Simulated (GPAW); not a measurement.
The system is Ni.

```
Ni
1.0
     0.00000    1.73757    1.73757
     1.73757    0.00000    1.73757
     1.73757    1.73757    0.00000
Ni
1
Direct
  0.00000 0.00000 0.00000
```

* Program: GPAW 26.7.0
* Task: relaxation of cell and atoms
* Functional: PBEsol
* Dispersion: D3(BJ)
* Potentials or basis: PAW data sets generated in the run's folder for this functional
* Cutoff: 600 eV
* Basis: pw
* k mesh: 13 × 13 × 13
* Occupations: fermi-dirac, width 0.05 eV
* Spin: collinear spin, ferromagnetic start
* Starting moments: [1.0] μB

At the start: pressure -6.0 GPa; volume 10.49 Å³/atom.

Task: How do energy, volume and symmetry change on relaxing?

Result: Over 3 steps the energy falls by 5.1 meV/atom and the volume is 10.23 Å³/atom (-2.5 %); space group Fm-3m (No. 225, to 0.05 Å); moment 0.63 μB per cell.

Step by step:
| step | energy change (eV) | largest force (eV/Å) | pressure (GPa) | volume (Å³) |
| --- | --- | --- | --- | --- |
| 1 | 0.0000 | 0.0000 | -5.97 | 10.49 |
| 2 | -0.0045 | 0.0000 | -2.06 | 10.32 |
| 3 | -0.0051 | 0.0000 | 0.08 | 10.23 |

Final structure:
```xyz
1
Lattice="0.0000 1.7229 1.7229 1.7229 0.0000 1.7229 1.7229 1.7229 0.0000" Properties=species:S:1:pos:R:3 pbc="T T T"
Ni    0.0000    0.0000    0.0000
```

Caveat: each step starts from the last one's moments, so a moment once lost doesn't come back; the stock nickel data set gives pressures a few GPa off other programs; later steps reuse the first step's grids; pairwise dispersion overbinds metals, which lowers pressure and volume.
